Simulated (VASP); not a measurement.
# Be: electric field gradients, by potentials

Be, P6_3/mmc (no. 194), 2 atoms in the cell.

| Potentials | Vzz of the first element (V/Å²) | Time (s) |
|---|---|---|
| Be | -0.70 | 16 |
| Be_GW | -0.43 | 13 |
| Be_sv_GW | -0.55 | 19 |
| Be_sv | -0.62 | 17 |

## Input of the first row

INCAR:
```
SYSTEM = Be
GGA = PE
PREC = Accurate
ENCUT = 750
EDIFF = 1E-7
LREAL = .False.
LASPH = .True.
ALGO = Normal
NELM = 120
LWAVE = .False.
LCHARG = .False.
ISMEAR = 1
SIGMA = 0.1
KPAR = 2
LEFG = .True.
QUAD_EFG = 52.88
```

KPOINTS:
```
k-points
0
Gamma
  22 22 12
```

POSCAR:
```
Be
1.0
    2.2853000000      0.0000000000      0.0000000000
   -1.1426500000      1.9791278553      0.0000000000
    0.0000000000      0.0000000000      3.5842000000
Be
2
Direct
    0.6666666667      0.3333333333      0.7500000000
    0.3333333333      0.6666666667      0.2500000000
```

Commands:
```
cat potpaw_PBE.64/Be/POTCAR > POTCAR
mpirun -np 2 vasp_std > vasp.out
```

Changes of the last row against the first:
```
- cat potpaw_PBE.64/Be/POTCAR > POTCAR
+ cat potpaw_PBE.64/Be_sv/POTCAR > POTCAR
```

VASP 6.6.1 took 16 s on 2 cores (Intel Xeon Platinum 8375C @ 2.90GHz (Ice Lake)), a shared host.
